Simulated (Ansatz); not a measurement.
HfO2 under changes of volume

One of the cells (12.378 Å³/atom); the others are scaled copies at fixed shape and fractional positions:

```
Hf O
1.0
     4.81353    0.00000    0.00000
     0.00000    4.81353    0.00000
     0.00000    0.00000    3.20542
Hf O
2 4
Direct
  0.50000 0.50000 0.50000
  0.00000 0.00000 0.00000
  0.80504 0.19496 0.50000
  0.69496 0.69496 0.00000
  0.30504 0.30504 0.00000
  0.19496 0.80504 0.50000
```

Measurements of this composition are mostly on another form, of space group No. 14.

| Item | Value |
| --- | --- |
| Program | Ansatz 0.2.0 |
| Functional | PBE |
| Potentials or basis | all-electron LAPW, scalar-relativistic |
| Cutoff | 430 eV (chosen from the basis error) |
| Basis error allowed | 0.001 eV/atom |
| k mesh | 6 × 6 × 8 |
| Occupations | fermi-dirac, width 0.05 eV |
| Spin | no spin polarisation |

```tsv
volume (Å³/atom)	energy over the lowest point (meV/atom)	pressure (GPa)	gap on the mesh (eV)	largest force (eV/Å)
11.636	90.56	26.1	4.28	0.305
11.883	55.25	19.7	4.19	0.225
12.131	29.41	13.9	4.11	0.150
12.378	12.12	8.6	4.04	0.080
12.626	?	?	?	?
12.873	0.00	-0.5	3.89	0.045
13.121	3.76	-4.3	3.81	0.102
```

What does the run at 12.626 Å³/atom give?

Energy over the lowest point 2.56 meV/atom; pressure 3.8 GPa; gap on the mesh 3.96 eV; largest force 0.015 eV/Å.

Worked out: A Birch-Murnaghan fit of order 3 (a polynomial in V^(-2/3)) to the other rows has its minimum at 12.85 Å³/atom with B0 = V·E''(V) = 214 GPa and B' = 4.3 at fixed shape and positions, which overstates the stiffness. It gives 2.56 meV/atom at 12.626 Å³/atom, against the run's 2.56, and -dE/dV = 3.8 GPa, against 3.8. A straight line through the other rows of the gap, of slope -3.85 eV per unit of ln V (its deformation potential), gives 3.96 eV, against the run's 3.96.

Energies are extrapolated to zero smearing.

Caveats: spin-orbit coupling is left out, which moves the levels of the heavy elements.

A mesh can miss the band edges.
